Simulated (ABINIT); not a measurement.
**BN: equation of state with WC**

**What was measured.**

“Effect of nanostructuration on compressibility of cubic BN”, 2012, arxiv:1208.3664 quotes, for a bulk crystal of BN at 300 K: bulk modulus 395 ± 2 GPa.

Crystal: BN.

```
CELL_PARAMETERS angstrom
0.00000 1.81300 1.81300
1.81300 0.00000 1.81300
1.81300 1.81300 0.00000
ATOMIC_POSITIONS crystal
N 0.25000 0.25000 0.25000
B 0.00000 0.00000 0.00000
```

The cell is a database's computed one.

```yaml
Program: ABINIT 10.8.3 (patched build)
Task: equation of state
Functional: WC
Potentials_or_basis: JTH PAW PBE v2.0
Cutoff: 707 eV
k_mesh: 13 × 13 × 13
Occupations: fermi-dirac, width 0.05 eV
Spin: no spin polarisation
```

```json
{"Equilibrium volume": "5.86 Å³/atom", "Bulk modulus": "386 GPa", "Pressure derivative of the bulk modulus": "3.7"}
```

Energy against volume, from the lowest point:
```
volume (Å³/atom)  energy (meV/atom)
           5.602              15.06
           5.721               4.26
           5.840               0.00
           5.959               1.71
           6.078               8.80
           6.198              20.81
           6.317              37.31
```

Wall time 62 s on 1 thread of Arm Neoverse V1, with other jobs on the host, peak memory 0.12 GiB.

Against the measured bulk modulus of BN, 395 GPa (300 K; quoted in “Effect of nanostructuration on compressibility of cubic BN”, 2012, arxiv:1208.3664), the calculated 386 GPa is off by -2.4 %. The fit is for a static lattice scaled at fixed shape and fixed fractional positions.

Caveat: pressures at fixed basis lie under the slope of the energies; the PAW data sets were made with another functional, which shifts forces and pressure a little; the atomic spheres overlap.
